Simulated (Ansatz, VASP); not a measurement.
# I in VASP and in Ansatz

Contents of INCAR:

```
  ALGO = Normal
  EDIFF = 1E-7
  ENCUT = 520
  GGA = CA
  ISIF = 2
  ISMEAR = -1
  LASPH = T
  LCHARG = F
  LREAL = F
  LWAVE = F
  NBANDS = 10
  NELM = 100
  PREC = Accurate
  SIGMA = 0.05
```

File KPOINTS:

```
k-points
0
Gamma
  9 9 9
```

The input POSCAR:

```
I
1.0
    0.0000000000      2.3497234514      3.8835988039
    2.1775319666      0.0000000000      3.8835988039
    2.1775319666      2.3497234514      0.0000000000
I
1
Direct
    0.0000000000      0.0000000000      0.0000000000
```

File input.yaml:

```yaml
crystal:
  lattice:
    - [0.0, 2.3497234514, 3.8835988039]
    - [2.1775319666, 0.0, 3.8835988039]
    - [2.1775319666, 2.3497234514, 0.0]
  atoms:
    - { symbol: I, position: [0.0, 0.0, 0.0] }
kpoints:
  mp_grid: { grid: [9, 9, 9] }
scf:
  occupations: { method: fermi_dirac, width: 0.05 }
hamiltonian:
  xc: lda
  pseudopotentials: { kind: all_electron, lapw: { basis_error: 0.001 } }
output:
  forces: true
  stress: true
  eigenvalues: true
```

Change from the starting cell: volume scaled by 0.98.

Alike in both runs: task single point; functional LDA; k mesh 9 × 9 × 9; occupations fermi-dirac, width 0.05 eV; no spin polarisation.

```csv
,VASP,Ansatz
version,VASP 6.6.1,Ansatz 0.2.0
potentials or method,"VASP PAW LDA potentials, release 64 (I)","all-electron LAPW, scalar-relativistic"
plane-wave cutoff (eV),520,see its input
```

Ansatz gave:

- gap on the k mesh at the Fermi level (eV): none
- pressure (GPa): -1.8
- largest component of the traceless stress (GPa): 0.75

Task: What did VASP give for the same quantities?

Result: gap on the k mesh at the Fermi level (eV): none; pressure (GPa): -1.9; largest component of the traceless stress (GPa): 0.75.

A gap of «none» marks a metal or a gap that the smearing closes. Ansatz ran all-electron here, so the differences hold the error of VASP's frozen core and of both bases.

Caveats: an odd number of electrons without spin polarisation forces a metal; a magnetic or distorted state may lie lower. The runs have no spin-orbit coupling, so splittings on I are missing.
